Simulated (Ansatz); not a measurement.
# PbSe (Clausthalite) (Fm-3m) in Ansatz: further runs

Aim: see how the results for PbSe (Clausthalite) move with the level of theory and the settings. Levels: PBE, PBEsol+D4. Tasks: single point, relaxation of cell and atoms.

Everything below comes from runs of Ansatz 0.2.0. Logs are shortened: lines on timing, memory, paths and dates and some standing lists are left out, and cuts for length are marked.

**The experiment to reproduce.**

From a printed reference work, monograph, for a bulk crystal of PbSe at 4.2 K: band gap 0.15 eV (direct).

The results are compared with them further down.

### 1 Starting point

The structure is cubic, space group Fm-3m (No. 225). The conventional cell has a = 6.121 Å, b = 6.121 Å, c = 6.121 Å, α = 90.00°, β = 90.00°, γ = 90.00°. Pb (site symmetry m-3m) has 6 Se at 3.06 Å as nearest neighbours. Se (site symmetry m-3m) has 6 Pb at 3.06 Å as nearest neighbours.

### 2 Single point, PBE

input.yaml

```yaml
crystal:
  lattice:
    - [0.0, 3.06065, 3.06065]
    - [3.06065, 0.0, 3.06065]
    - [3.06065, 3.06065, 0.0]
  atoms:
    - { symbol: Pb, position: [0.0, 0.0, 0.0] }
    - { symbol: Se, position: [0.5, 0.5, 0.5] }
kpoints:
  mp_grid: { grid: [8, 8, 8] }
scf:
  occupations: { method: gaussian, width: 0.028 }
hamiltonian:
  xc: pbe
  pseudopotentials: { kind: all_electron, lapw: { basis_error: 0.001 } }
output:
  forces: true
  stress: true
  eigenvalues: true
```

Potentials or basis: all-electron LAPW, scalar-relativistic.

Started as:

```
$ ansatz run input.yaml --threads 1 --pin off --max-ram 3072MiB --backend cpu --events-out ev --progress --plain --runs-dir out
```

The log of the run:

```text
Warning: RAYON_NUM_THREADS=1 ignored (pool sized by the plan → 1); use --threads N
LAPW: plane waves up to 7.016 Å⁻¹, error target 1.0e-3 eV per atom; small_component_spin mean_spin; Se in spheres of 1.439 Å, 24 of its electrons in bands, Dirac shells []; Pb in spheres of 1.621 Å, 36 of its electrons in bands, Dirac shells [] (how accurate: hamiltonian.pseudopotentials.lapw.basis_error, Limitations)
Engine: ansatz 0.2.0, x86_64-unknown-linux-gnu
Pseudopotentials: kind: all_electron
Pseudopotential: Pb, LAPW, valence charge 36, lapw/all_electron/scalar/gaussian/Pb, Koelling and Harmon's equation, gaussian nucleus
Pseudopotential: Se, LAPW, valence charge 24, lapw/all_electron/scalar/gaussian/Se, Koelling and Harmon's equation, gaussian nucleus
Functional definition: PBE
  parameter kappa = 0.804
  parameter beta = 0.06672455060314922
  exchange = pbe_x(kappa = kappa, mu = beta*pi^2/3)
  correlation = pbe_c(beta = beta)
Crystal: 2 atoms, lattice volume = 57.342 Å³
Basis set: ecut = 187.5418282807429 eV, 331 PW (Γ), exchange–correlation at level 2
Bands: 36, of which v1, the nominal top of the filled ones, is band 30 counted from 1 (29 counted from 0)
Symmetry: 48 space group operations
Space group: Fm-3m (ITA 225), of the structure as read, at distance tolerance 3.9e-5 Å
k-points: 29 of 512
Non-local potential: Pb, projectors of the file, none
Non-local potential: Se, projectors of the file, none
Initial density: superposition of atomic densities (chi_scale 0.1, normalization cell, long waves kept (reshape's long-wave potential 0.00 eV rms))
Initial wavefunctions: plane waves of lowest kinetic energy (no species holds an atomic orbital)
Functional: x = pbe(κ = 0.804, μ = 0.2195149727645171), c = pbe(β = 0.06672455060314922)
iter 1 solved again at ethr=1.42e-3 eV; its pass at ethr=1.00e-1 eV (dr2=8.50e-1 eV) is discarded
SCF iter   1: F=—  HF=-634193.660623 eV  |F-HF|=—  |Δ(HF+E_count)|=         —  Δρ=2.48e-2  dr2=8.50e-1  ethr=1.42e-3  ⟨swp⟩=2.0  Hψ=6418  notcnv=0
preconditioner: auto → none  [insulator: Δε(μ)=0.591 eV  Ē_g=16.883 eV  σ=0.028 eV  W_gap=1.00  n_scr=14 (ndim 8)  ℏωp=21.9 eV  f_vac=0.122  D(μ)=0.00/eV (n_scr^D=0)  ε∞_Penn≈2.7]
iter 2 solved again at ethr=2.97e-5 eV; its pass at ethr=1.42e-3 eV (dr2=1.78e-2 eV) is discarded
SCF iter   2: F=—  HF=-634193.403926 eV  |F-HF|=—  |Δ(HF+E_count)|=   2.57e-1  Δρ=5.32e-3  dr2=1.78e-2  ethr=2.97e-5  ⟨swp⟩=2.0  Hψ=5511  notcnv=0
SCF iter   3: F=—  HF=-634193.371549 eV  |F-HF|=—  |Δ(HF+E_count)|=   3.24e-2  Δρ=3.31e-3  dr2=1.11e-2  ethr=2.97e-5  ⟨swp⟩=2.9  Hψ=3316  notcnv=0
SCF iter   4: F=—  HF=-634193.373281 eV  |F-HF|=—  |Δ(HF+E_count)|=   1.73e-3  Δρ=9.01e-4  dr2=6.70e-4  ethr=1.84e-5  ⟨swp⟩=2.0  Hψ=3174  notcnv=0
SCF iter   5: F=—  HF=-634193.373533 eV  |F-HF|=—  |Δ(HF+E_count)|=   2.53e-4  Δρ=1.18e-4  dr2=8.80e-6  ethr=1.12e-6  ⟨swp⟩=2.5  Hψ=3123  notcnv=0
SCF iter   6: F=—  HF=-634193.373547 eV  |F-HF|=—  |Δ(HF+E_count)|=   1.31e-5  Δρ=2.01e-5  dr2=3.55e-7  ethr=1.47e-8  ⟨swp⟩=3.0  Hψ=3220  notcnv=0
SCF iter   7: F=-634193.373546 eV  HF=-634193.373546 eV  |F-HF|=5.24e-9  |Δ(HF+E_count)|=   1.89e-7  Δρ=5.91e-6  dr2=3.40e-8  ethr=5.92e-10  ⟨swp⟩=3.0  Hψ=3208  notcnv=0
SCF 1 converged in 7 iterations: F = -634193.373546 eV  dr2 = 3.40e-8
SCF converged after 7 iterations
Free energy (F): -634193.373546 eV
Harris-Foulkes:  -634193.373546 eV  (|F-HF|=5.24e-9)
Internal energy: -634193.373546 eV  (E = F + TS)
E sigma→0 (E₀):  -634193.373546 eV
Fermi energy:    11.907373 eV
--- Per-component energies (eV) ---
  E_band       = -3853.930147
  E_kinetic    = 722667.290170
  E_xc         = -12976.429246
  E_electrostatic = -1343884.234470  (all electrons and nuclei)
  E_smearing   = -0.000000  (= −TS)
  E_closure    = 0.000000  (closes the sum)
  E_atoms      = -634185.215359  (free atoms, spherical and without spin; not in F)
  Σ components = -634193.373546   (vs F -634193.373546, Δ=0.00e0)
  Basis errors (estimates in eV, not in F): energy 3.6e-4 per atom: plane waves 3.3e-4 (1.8e-4 summed), levels above the bands 0.0e0, relativity 5.9e-8, radial functions 2.4e-5, core shells 1.4e-8; eigenvalues (radial functions only) 3.9e-6; not estimated: angular momenta, meshes, grids; target (lapw.basis_error) 1.0e-3; muffin-tin radii Se 1.439 Å, Pb 1.621 Å
--- Forces (eV/Å), atoms counted from 1 ---
  atom   1  Pb    -0.00000000     0.00000000    -0.00000000
  atom   2  Se     0.00000000    -0.00000000     0.00000000
  max |Σ_I F_I| component: 6.25e-31 eV/Å
--- Stress (GPa, compression-positive) ---
        2.430225       0.000000      -0.000000
        0.000000       2.430225      -0.000000
       -0.000000      -0.000000       2.430225
  P = ⅓ Tr σ = 2.4302 GPa (24.302 kbar)
--- Band table (eV; the first three rows and the last of 29) ---
  k-point 0: bands = ["-195.7869", "-135.2535", "-135.2535", "-135.2535", "-127.7336", "-116.7616", "-116.7592", "-116.7592", "-116.7592", "-116.7572", "-116.7572", "-116.7572", "-69.5784", "-69.5784", "-69.5784", "-35.4680", "-35.4680", "-35.4658", "-35.4658", "-35.4658", "-5.0874", "-5.0874", "-5.0874", "-5.0837", "-5.0837", "-1.8378", "5.4636", "9.8776", "9.8776", "9.8776", "16.4714", "16.4714", "16.4714", "18.2802", "18.2802", "18.2802"]
  k-point 1: bands = ["-195.7869", "-135.2535", "-135.2535", "-135.2535", "-127.7336", "-116.7616", "-116.7592", "-116.7592", "-116.7592", "-116.7572", "-116.7572", "-116.7572", "-69.5784", "-69.5784", "-69.5784", "-35.4680", "-35.4680", "-35.4658", "-35.4658", "-35.4658", "-5.0882", "-5.0882", "-5.0868", "-5.0816", "-5.0816", "-1.7197", "5.0685", "9.9186", "9.9186", "10.1554", "15.4091", "15.7954", "15.7954", "18.0995", "18.6239", "18.6239"]
  k-point 2: bands = ["-195.7869", "-135.2535", "-135.2535", "-135.2535", "-127.7336", "-116.7616", "-116.7592", "-116.7592", "-116.7592", "-116.7572", "-116.7572", "-116.7572", "-69.5784", "-69.5784", "-69.5784", "-35.4680", "-35.4680", "-35.4658", "-35.4658", "-35.4658", "-5.0966", "-5.0966", "-5.0856", "-5.0703", "-5.0703", "-1.3954", "4.1972", "10.0384", "10.0384", "10.7131", "13.9222", "14.6725", "14.6725", "18.2917", "19.4897", "19.4897"]
  k-point 28: bands = ["-195.7869", "-135.2535", "-135.2535", "-135.2535", "-127.7336", "-116.7616", "-116.7592", "-116.7592", "-116.7592", "-116.7572", "-116.7572", "-116.7572", "-69.5784", "-69.5784", "-69.5784", "-35.4681", "-35.4680", "-35.4658", "-35.4658", "-35.4657", "-5.1752", "-5.0841", "-5.0750", "-5.0750", "-5.0427", "-0.3758", "3.7535", "7.5275", "7.5275", "10.9643", "13.6488", "16.7073", "16.7073", "19.4897", "19.4897", "23.5775"]
```

Run time: 6 s. Hardware: 1 thread of Intel Xeon Platinum 8488C (Sapphire Rapids), shared host; peak memory 0.34 GiB.

What came out:

| Property | Result |
| --- | --- |
| Free energy | -634193.3735 eV |
| Pressure | 2.4 GPa |
| Band gap on the k mesh | 0.28 eV, direct |

Caveat: spin-orbit coupling is left out, which as a rule narrows the gap of such compounds by several tenths of an eV.

### 3 Relaxation of cell and atoms, PBE

input.yaml: that of step 2 with these lines changed.

```diff
@@ -11,3 +11,3 @@
 scf:
-  occupations: { method: gaussian, width: 0.028 }
+  occupations: { method: fermi_dirac, width: 0.05 }
 hamiltonian:
@@ -18,2 +18,5 @@
   stress: true
-  eigenvalues: true
+relax:
+  f_tol: 0.005
+  max_steps: 60
+  cell: {}
```

Potentials or basis: all-electron LAPW, scalar-relativistic.

Started as:

```
$ ansatz run input.yaml --threads 1 --pin off --max-ram 3072MiB --backend cpu --events-out ev --progress --plain --runs-dir out
```

Run time: 24 s. Hardware: 1 thread of Intel Xeon Platinum 8488C (Sapphire Rapids), shared host; peak memory 0.37 GiB.

The run converged. Its results:

```yaml
Free_energy: -634193.3935 eV
Relaxed_volume: 30.04 Å³/atom
Relaxed_cell: a = 4.396 Å, b = 4.396 Å, c = 4.396 Å, α = 60.00°, β = 60.00°, γ = 60.00°
Space_group_after_relaxing_to_0.05_Å: Fm-3m (No. 225)
Energy_gained_by_relaxing: 10.0 meV/atom
Ionic_steps: 5
Pressure_after_relaxing: 0.0 GPa
```

Step by step:
| step | energy change (eV) | largest force (eV/Å) | volume (Å³) |
| --- | --- | --- | --- |
| 1 | 0.0000 | 0.0000 | 57.34 |
| 2 | -0.0162 | 0.0000 | 61.37 |
| 3 | -0.0199 | 0.0000 | 60.19 |
| 4 | -0.0199 | 0.0000 | 60.09 |
| 5 | -0.0199 | 0.0000 | 60.09 |

Final structure:
```yaml
crystal:
  lattice:
    - [0.00000, 3.10878, 3.10878]
    - [3.10878, 0.00000, 3.10878]
    - [3.10878, 3.10878, 0.00000]
  atoms:
    - { symbol: Pb, position: [0.00000, 0.00000, 0.00000] }
    - { symbol: Se, position: [0.50000, 0.50000, 0.50000] }
```

The run has no spin-orbit coupling, so splittings on Pb are missing.

### 4 Relaxation of cell and atoms, PBEsol+D4

input.yaml: that of step 3 with these lines changed.

```diff
@@ -13,3 +13,4 @@
 hamiltonian:
-  xc: pbe
+  xc: pbesol
+  dispersion: d4
   pseudopotentials: { kind: all_electron, lapw: { basis_error: 0.001 } }
@@ -19,3 +20,3 @@
 relax:
-  f_tol: 0.005
+  f_tol: 0.01
   max_steps: 60
```

Started as:

```
$ ansatz run input.yaml --threads 1 --pin off --max-ram 3072MiB --backend cpu --events-out ev --progress --plain --runs-dir out
```

Run time: 28 s. Hardware: 1 thread of Intel Xeon Platinum 8488C (Sapphire Rapids), shared host; peak memory 0.37 GiB.

Results (log left out):

```
Free energy                            : -633997.5088 eV
Relaxed volume                         : 27.76 Å³/atom
Relaxed cell                           : a = 4.282 Å, b = 4.282 Å, c = 4.282 Å, α = 60.00°, β = 60.00°, γ = 60.00°
Space group after relaxing (to 0.05 Å) : Fm-3m (No. 225)
Energy gained by relaxing              : 5.2 meV/atom
Ionic steps                            : 4
Pressure after relaxing                : 0.0 GPa
```

The path:
| step | energy change (eV) | largest force (eV/Å) | volume (Å³) |
| --- | --- | --- | --- |
| 1 | 0.0000 | 0.0000 | 57.34 |
| 2 | -0.0079 | 0.0000 | 54.59 |
| 3 | -0.0103 | 0.0000 | 55.52 |
| 4 | -0.0103 | 0.0000 | 55.52 |

Final structure:
```yaml
crystal:
  lattice:
    - [0.00000, 3.02784, 3.02784]
    - [3.02784, 0.00000, 3.02784]
    - [3.02784, 3.02784, 0.00000]
  atoms:
    - { symbol: Pb, position: [0.00000, 0.00000, 0.00000] }
    - { symbol: Se, position: [0.50000, 0.50000, 0.50000] }
```

Spin-orbit coupling is left out, which matters for the levels of Pb.

### 5 Overview

```tsv
task	level	cell	cutoff (eV)	smearing	pressure (GPa)	relaxed volume (Å³/atom)
single point	PBE	as given	188	gaussian 0.028 eV	2.4	-
relaxation of cell and atoms	PBE	relaxed	-	fermi-dirac 0.05 eV	0.0	30.04
relaxation of cell and atoms	PBEsol+D4	relaxed	-	fermi-dirac 0.05 eV	0.0	27.76
```

Alike in all rows: potentials or basis all-electron LAPW, scalar-relativistic; no spin polarisation; k mesh 8 × 8 × 8; basis error allowed 0.001 eV/atom.

Caveats: spin-orbit coupling is left out, which as a rule narrows the gap of such compounds by several tenths of an eV (some runs).

Compare energies only between runs with the same functional and basis.

### 6 Against experiment

Step 2. A measured gap of PbSe is 0.15 eV (direct; 4.2 K; a printed reference work, monograph); the calculated 0.28 eV misses it by +0.13 eV. 2 values of this kind are on record (0.15 to 0.28 eV); this one was drawn at random. Spin-orbit coupling on Pb, Se is left out. The value is that of PBE on a finite k mesh, which can miss the band edges, without temperature or zero-point motion.

Step 3. The cell as given is a measured one (28.67 Å³/atom); PBE puts the equilibrium volume +4.8 % from it, thermal expansion not counted.

Step 4. The cell as given is a measured one (28.67 Å³/atom); PBEsol+D4 puts the equilibrium volume -3.2 % from it, thermal expansion not counted.
